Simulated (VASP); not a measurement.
# KCl (Pm-3m) in VASP: settings compared, part 2 of 2

VASP 6.6.1. Earlier steps stand in the parts before.

### Step 3. Relaxation of cell and atoms, PBE+D3(BJ)

The input, INCAR:

```
SYSTEM = KCl
ALGO = Normal
EDIFF = 1E-6
EDIFFG = -0.01
ENCUT = 600
GGA = PE
IBRION = 2
ISIF = 3
ISMEAR = 0
IVDW = 12
LASPH = .TRUE.
LCHARG = .FALSE.
LREAL = .FALSE.
LWAVE = .FALSE.
NELM = 80
NSW = 90
PREC = Accurate
SIGMA = 0.03
```

The input, KPOINTS:

```
k-points
0
G
  8 8 8
  0 0 0
```

The input, POSCAR:

```
KCl
1.0
    3.6340000000      0.0000000000      0.0000000000
    0.0000000000      3.6340000000      0.0000000000
    0.0000000000      0.0000000000      3.6340000000
K Cl
1 1
Direct
    0.0000000000      0.0000000000      0.0000000000
    0.5000000000      0.5000000000      0.5000000000
```

Potentials or basis: VASP PAW PBE potentials, release 64 (K_sv, Cl).

The run is started by

```console
> cat potpaw_PBE.64/K_sv/POTCAR potpaw_PBE.64/Cl/POTCAR > POTCAR
> mpirun -np 1 vasp_std > vasp.out
```

OUTCAR:

```text
SYSTEM = KCl
   EDIFF = 1E-6
   EDIFFG = -0.01
   ENCUT = 600
   GGA = PE
   IBRION = 2
   ISIF = 3
   ISMEAR = 0
   IVDW = 12
   LASPH = .TRUE.
   LREAL = .FALSE.
   NELM = 80
   NSW = 90
   PREC = Accurate
 IVDW          = 12

 ion  position               nearest neighbor table
   1  0.000  0.000  0.000-   2 3.15   2 3.15   2 3.15   2 3.15   2 3.15   2 3.15   2 3.15   2 3.15

   2  0.500  0.500  0.500-   1 3.15   1 3.15   1 3.15   1 3.15   1 3.15   1 3.15   1 3.15   1 3.15

  LATTYP: Found a simple cubic cell.
 ALAT       =     3.6340000000

  Lattice vectors:

 A1 = (   3.6340000000,   0.0000000000,   0.0000000000)
 A2 = (   0.0000000000,   3.6340000000,   0.0000000000)
 A3 = (   0.0000000000,   0.0000000000,   3.6340000000)

Analysis of symmetry for initial positions (statically):
=====================================================================
 Subroutine PRICEL returns:
 Original cell was already a primitive cell.

 Routine SETGRP: Setting up the symmetry group for a
 simple cubic supercell.

 Subroutine GETGRP returns: Found 48 space group operations
 (whereof 48 operations were pure point group operations)
 out of a pool of 48 trial point group operations.

The static configuration has the point symmetry O_h .

Analysis of symmetry for dynamics (positions and initial velocities):
=====================================================================
 Subroutine PRICEL returns:
 Original cell was already a primitive cell.

 Routine SETGRP: Setting up the symmetry group for a
 simple cubic supercell.

 Subroutine GETGRP returns: Found 48 space group operations
 (whereof 48 operations were pure point group operations)
 out of a pool of 48 trial point group operations.

The dynamic configuration has the point symmetry O_h .

 Subroutine INISYM returns: Found 48 space group operations
 (whereof 48 operations are pure point group operations),
 and found     1 'primitive' translations

----------------------------------------------------------------------------------------

                                     Primitive cell

[... 104 lines left out ...]
   EFERMI =   0.00;   METHOD = LEGACY
   ISMEAR =     0;   SIGMA  =   0.03  broadening in eV -4-tet -1-fermi 0-gaus
   EFERMI_NEDOS =   21; number of points for ismear=-14 and -15
   IALGO  =     38    algorithm
   IMIX   =      4    mixing-type and parameters
     AMIX     =   0.40;   BMIX     =  1.00
     AMIX_MAG =   1.60;   BMIX_MAG =  1.00
  volume/ion in A,a.u.               =      24.00       161.93
  Fermi-wavevector in a.u.,A,eV,Ry     =   1.135176  2.145172 17.532804  1.288625
  Thomas-Fermi vector in A             =   2.271881
   LORBIT       =      0    0 simple, 1 ext, 2 COOP (PROOUT), +10 PAW based schemes
   GGA     = PE    functional components
   LHFCALC =     F    Hartree Fock is set to
   AEXX    =    0.0000 exact exchange contribution
   IVDW    =    12    specifies the selected vdW correction
   LEPSILON=     F    determine dielectric tensor
   LRPA    =     F    only Hartree local field effects (RPA)
 conjugate gradient relaxation of ions
 non-spin polarized calculation
 Gauss-broadening in eV      SIGMA  =   0.03
  energy-cutoff  :      600.00
  volume of cell :       47.99
 maximum number of plane-waves:      1628
 NGX is ok and might be reduce to    30
   NGX = 15   NGY = 15   NGZ = 15

--------------------------------------- Ionic step        1  -------------------------------------------

 number of electron      16.0000002 magnetization

 Free energy of the ion-electron system (eV)
  ---------------------------------------------------
  ext. energy  EPLUGINS =         0.00000000
  ---------------------------------------------------
  free energy    TOTEN  =        -6.55050439 eV

  energy without entropy =       -6.55050439  energy(sigma->0) =       -6.55050439

 E-fermi :   0.2625     XC(G=0):  -8.8089

 val. band max:        0.0674027820   @ k =   0.5000   0.5000   0.0000
 cond. band min:       5.6484541419   @ k =   0.0000   0.0000   0.0000
 fundamental gap:      5.5810513599
 Fermi energy:         0.2625466777

 k-point     1 :       0.0000    0.0000    0.0000
  band No.  band energies     occupation
      1     -27.7495      2.00000
      2     -12.8479      2.00000
      3     -11.0958      2.00000
      4     -11.0958      2.00000
      5     -11.0958      2.00000
      6      -0.1641      2.00000
      7      -0.1641      2.00000
      8      -0.1641      2.00000
      9       5.6485      0.00000
     10       6.4372      0.00000
     11       6.4372      0.00000
     12      11.1314      0.00000
[... 464 lines left out ...]
--------------------------------------- Ionic step        4  -------------------------------------------

 number of electron      15.9999997 magnetization

 Free energy of the ion-electron system (eV)
  ---------------------------------------------------
  ext. energy  EPLUGINS =         0.00000000
  ---------------------------------------------------
  free energy    TOTEN  =        -6.64104134 eV

  energy without entropy =       -6.64104134  energy(sigma->0) =       -6.64104134

 E-fermi :  -0.3797     XC(G=0):  -8.3473

 val. band max:       -0.5130292023   @ k =   0.5000   0.5000   0.0000
 cond. band min:       4.5592984788   @ k =   0.0000   0.0000   0.0000
 fundamental gap:      5.0723276811
 Fermi energy:        -0.3796860497

 k-point     1 :       0.0000    0.0000    0.0000
  band No.  band energies     occupation
      1     -28.4694      2.00000
      2     -13.2019      2.00000
      3     -11.8432      2.00000
      4     -11.8432      2.00000
      5     -11.8432      2.00000
      6      -0.7281      2.00000
      7      -0.7281      2.00000
      8      -0.7281      2.00000
      9       4.5593      0.00000
     10       5.9980      0.00000
     11       5.9980      0.00000
     12      10.2973      0.00000
[... 378 lines left out ...]
  FREE ENERGIE OF THE ION-ELECTRON SYSTEM (eV)
  ---------------------------------------------------
  free  energy   TOTEN  =        -7.1056219481 eV

  energy  without entropy=       -7.1056219481  energy(sigma->0) =       -7.10562195

 reached required accuracy - stopping structural energy minimisation
```

OSZICAR:

```text
N       E                     dE             d eps       ncg     rms          rms(c)
DAV:   1     0.119705974248E+03    0.11971E+03   -0.83467E+03   840   0.138E+03
[... 34 lines left out ...]
DAV:   2    -0.664161333745E+01    0.29101E-02   -0.69047E-03  1064   0.779E-01    0.142E-01
DAV:   3    -0.664100126972E+01    0.61207E-03   -0.19624E-03  1456   0.375E-01    0.106E-01
DAV:   4    -0.664102301781E+01   -0.21748E-04   -0.66742E-05  1512   0.486E-02    0.485E-02
DAV:   5    -0.664104160234E+01   -0.18585E-04   -0.53514E-05  1600   0.411E-02    0.820E-03
DAV:   6    -0.664104044421E+01    0.11581E-05   -0.13110E-06   788   0.127E-02    0.426E-03
DAV:   7    -0.664104206281E+01   -0.16186E-05   -0.19772E-06  1012   0.904E-03    0.541E-03
DAV:   8    -0.664104133701E+01    0.72579E-06   -0.24385E-07   484   0.530E-03
   4 F= -.71056219E+01 E0= -.71056219E+01  d E =-.421882E-01
```

Run time: 31 s. Hardware: 1 thread of Intel Xeon 6975P-C (Granite Rapids), shared host; peak memory 0.19 GiB.

Results:

```
Free energy                            : -7.1056 eV
Relaxed volume                         : 26.57 Å³/atom
Relaxed cell                           : a = 3.759 Å, b = 3.759 Å, c = 3.759 Å, α = 90.00°, β = 90.00°, γ = 90.00°
Space group after relaxing (to 0.05 Å) : Pm-3m (No. 221)
Energy gained by relaxing              : 21.1 meV/atom
Ionic steps                            : 4
Pressure after relaxing                : 0.0 GPa
Band gap on the k mesh                 : 5.07 eV, indirect (least direct gap 5.29 eV)
Dispersion energy per atom             : -0.232 eV
```

Step by step:
```tsv
step	energy change (eV)	largest force (eV/Å)	pressure (GPa)	volume (Å³)
1	0.0000	0.0000	2.91	47.99
2	-0.0363	0.0000	0.96	51.08
3	-0.0420	0.0000	-0.14	53.44
4	-0.0422	0.0000	-0.01	53.13
```

Final structure:
```
K Cl
1.0
     3.75942    0.00000    0.00000
     0.00000    3.75942    0.00000
     0.00000    0.00000    3.75942
K Cl
1 1
Direct
  0.00000 0.00000 0.00000
  0.50000 0.50000 0.50000
```

Caveat: the volume moved by +11 % from the deposited cell, more than functionals usually miss.

### Step 4. Relaxation of cell and atoms, PBE+D3(BJ)

This run uses another cell than the first one, of 26.57 Å³/atom, 1.107 times its volume.

INCAR: that of step 3 with these lines changed.

```diff
@@ -2,4 +2,4 @@
 ALGO = Normal
-EDIFF = 1E-6
-EDIFFG = -0.01
+EDIFF = 1E-7
+EDIFFG = -0.005
 ENCUT = 600
```

KPOINTS is that of step 3.

The input, POSCAR:

```
KCl                                     
1.0
    3.7594161768     -0.0000000000      0.0000000000
   -0.0000000000      3.7594161768     -0.0000000000
    0.0000000000      0.0000000000      3.7594161768
  K               Cl            
     1     1
Direct
     0.0000000000000000    0.0000000000000000    0.0000000000000000
     0.5000000000000000    0.5000000000000000    0.5000000000000000
```

The run is started by

```console
> cat potpaw_PBE.64/K_sv/POTCAR potpaw_PBE.64/Cl/POTCAR > POTCAR
> mpirun -np 1 vasp_std > vasp.out
```

Run time: 11 s. Hardware: 1 thread of Intel Xeon 6975P-C (Granite Rapids), shared host; peak memory 0.18 GiB.

Results (log left out):

| Quantity | Value |
| --- | --- |
| Free energy | -7.1063 eV |
| Pressure after relaxing | 0.0 GPa |
| Band gap on the k mesh | 5.07 eV, indirect (least direct gap 5.29 eV) |
| Dispersion energy per atom | -0.232 eV |

Final structure:
```
K Cl
1.0
     3.75942    0.00000    0.00000
     0.00000    3.75942    0.00000
     0.00000    0.00000    3.75942
K Cl
1 1
Direct
  0.00000 0.00000 0.00000
  0.50000 0.50000 0.50000
```

Levels at points of the mesh, in eV from the valence-band top:
```csv
k point,band 5,band 6,band 7,band 8,band 9,band 10,band 11,band 12
"(0.00, 0.00, 0.00)",-11.33,-0.22,-0.22,-0.22,5.07,6.51,6.51,10.81
"(0.50, 0.00, 0.00)",-11.17,-1.93,-0.24,-0.24,7.95,8.02,8.60,10.16
"(0.50, 0.50, 0.00)",-11.26,-1.29,-1.29,0.00,6.23,7.36,9.00,9.00
"(0.50, 0.50, 0.50)",-11.53,-1.46,-1.46,-1.46,9.01,9.01,9.01,10.16
```

Caveat: the relaxation stopped at its first step, so nothing moved. Expect the measured gap to be larger: semilocal functionals such as PBE lack the derivative discontinuity.
